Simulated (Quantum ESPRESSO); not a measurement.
Crystal: TiC.

```
Ti C
1.0
     0.00000    2.16572    2.16572
     2.16572    0.00000    2.16572
     2.16572    2.16572    0.00000
Ti C
1 1
Direct
  0.00000 0.00000 0.00000
  0.50000 0.50000 0.50000
```

The cell is a database's computed one.

Base run:

* Program: Quantum ESPRESSO 7.5
* Functional: optB88-vdW
* Potentials or basis: PseudoDojo 0.4.1 SR PBE standard
* Cutoff: 1143 eV
* Density cutoff: 4572 eV
* k mesh: 11 × 11 × 11
* Occupations: fermi-dirac, width 0.05 eV
* Spin: no spin polarisation

Its results: band gap on the k mesh none (metal or under the smearing width); pressure 0.8 GPa.

Q: After a change of settings the same cell gave: band gap on the k mesh none (metal or under the smearing width); pressure 0.3 GPa. Which change was it?
A. functional from optB88-vdW to PBE
B. functional from optB88-vdW to PBEsol; potentials or basis from PseudoDojo 0.4.1 SR PBE standard to PseudoDojo 0.4.1 SR PBEsol standard
C. functional from optB88-vdW to LDA; potentials or basis from PseudoDojo 0.4.1 SR PBE standard to PseudoDojo 0.4.1 SR LDA standard
D. functional from optB88-vdW to rev-vdW-DF2

A: A.

Caveats: the potentials were made for another functional, which shifts forces and pressure (some runs).
